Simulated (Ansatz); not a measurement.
A zone-centre phonon calculation by perturbation theory of CaF2 on the sites of the fluorite structure (relaxed group Fm-3m) with Ansatz, at the level PBEsol. The geometry is the PBEsol minimum.

Input file:
```yaml
crystal:
  lattice:
    - [0.0, 2.7104081833, 2.7104081833]
    - [2.7104081833, 0.0, 2.7104081833]
    - [2.7104081833, 2.7104081833, 0.0]
  atoms:
    - { symbol: Ca, position: [0.0, 0.0, 0.0] }
    - { symbol: F, position: [0.75, 0.75, 0.75] }
    - { symbol: F, position: [0.25, 0.25, 0.25] }
kpoints:
  mp_grid: { grid: [6, 6, 6] }
hamiltonian:
  xc: pbesol
scf:
  occupations: { method: fixed }
phonons:
  method: dfpt
  dielectric: true
  qpoints: [[0, 0, 0]]
  rigid_motions: translations
```

Command: `ansatz run input.yaml --threads 2 --pin off --max-ram 20275MiB --backend cpu --events-out ev --progress --plain --runs-dir out`.

Problem. It took 5.2 s on 2 threads of AMD EPYC 7R13 Processor (Zen 3), with other jobs on the host, load about 2.9 per core. What peak of host memory did it reach?

Solution. About 0.46 GiB.

The output, standing remarks left out:
```
Pseudopotential: Ca, paw, valence charge 10, recommended cutoff 420 eV (normal)
Pseudopotential: F, paw, valence charge 7, recommended cutoff 420 eV (normal)
Functional definition: PBEsol
Crystal: 3 atoms, lattice volume = 39.823 Å³
Basis set: ecut = 420 eV, 749 PW (Γ)
Bands: 16, of which v1, the nominal top of the filled ones, is band 12 counted from 1 (11 counted from 0)
Symmetry: 48 space group operations
k-points: 46 of 216 (irreducible under 4 space group operations, time reversal used)
SCF iter   1: HF=-3400.902252 eV  Δρ=1.38e-2  dr2=4.71e-2
preconditioner: auto → none  [insulator: Δε(μ)=7.083 eV  ℏωp=27.6 eV]
SCF iter   2: HF=-3400.889789 eV  Δρ=6.02e-3  dr2=7.93e-3
SCF iter   3: HF=-3400.887361 eV  Δρ=7.82e-4  dr2=1.66e-4
SCF iter   4: HF=-3400.887387 eV  Δρ=2.55e-4  dr2=7.27e-6
SCF iter   5: HF=-3400.887395 eV  Δρ=4.34e-5  dr2=5.51e-7
SCF iter   6: HF=-3400.887395 eV  Δρ=4.97e-6  dr2=6.10e-9
SCF iter   7: HF=-3400.887395 eV  Δρ=2.10e-7  dr2=1.50e-11
SCF 1 converged in 7 iterations: F = -3400.887395 eV  dr2 = 1.50e-11
Free energy (F): -3400.887395 eV
Fermi energy:    3.431905 eV
--- Phonons (Γ-DFPT): 2 representative perturbations + reference, on 46 of 216 k-points ---
  Γ frequencies (cm⁻¹): 0.00 0.00 0.00 248.88 248.88 248.88 318.77 318.77 318.77
  ε∞ (high-frequency dielectric tensor):
        2.323851     0.000000     0.000000
        0.000000     2.323851     0.000000
        0.000000     0.000000     2.323851
  ε⁰ (static dielectric tensor: ions relaxed, cell fixed):
        8.093398     0.000000     0.000000
        0.000000     8.093398     0.000000
        0.000000     0.000000     8.093398
  ε⁰ − ε∞ (ionic part):
        5.769548     0.000000     0.000000
        0.000000     5.769548     0.000000
        0.000000     0.000000     5.769548
  Born effective charges Z* (e; rows j = field, columns β = displacement):
    site 0:
         2.37511    0.00000    0.00000
         0.00000    2.37511    0.00000
         0.00000    0.00000    2.37511
    site 1:
        -1.18755    0.00000    0.00000
         0.00000   -1.18755    0.00000
         0.00000    0.00000   -1.18755
    site 2:
        -1.18755    0.00000    0.00000
         0.00000   -1.18755    0.00000
         0.00000    0.00000   -1.18755
  optical modes at Γ without the LO–TO term, one row a degenerate level:
      ω (cm⁻¹)  modes    IR ((D/Å)²/amu)
        248.88      3            20.0174
        318.77      3             0.0000
  optical modes at Γ + LO–TO along q̂ = [1.0000, 0.0000, 0.0000]:
      ω (cm⁻¹)  modes    IR ((D/Å)²/amu)
        248.88      2            13.3449
        318.77      3             0.0000
        464.46      1             6.6725
  optical modes at Γ + LO–TO along q̂ = [0.0000, 1.0000, 0.0000]: as above
  optical modes at Γ + LO–TO along q̂ = [0.0000, 0.0000, 1.0000]: as above
```

The zone-centre optical frequencies run from 249 to 319 cm⁻¹, none imaginary (the rest of the zone wasn't tested). With the long-range field the highest mode reaches 464 cm⁻¹. The electronic dielectric tensor ε∞ is 2.32 in all directions. With the ions relaxed, ε⁰ is 8.1 in all directions. Born charges, averaged over directions: Ca +2.38, F -1.19 e.

The values are computed, spin-unpolarised, and not measurements.
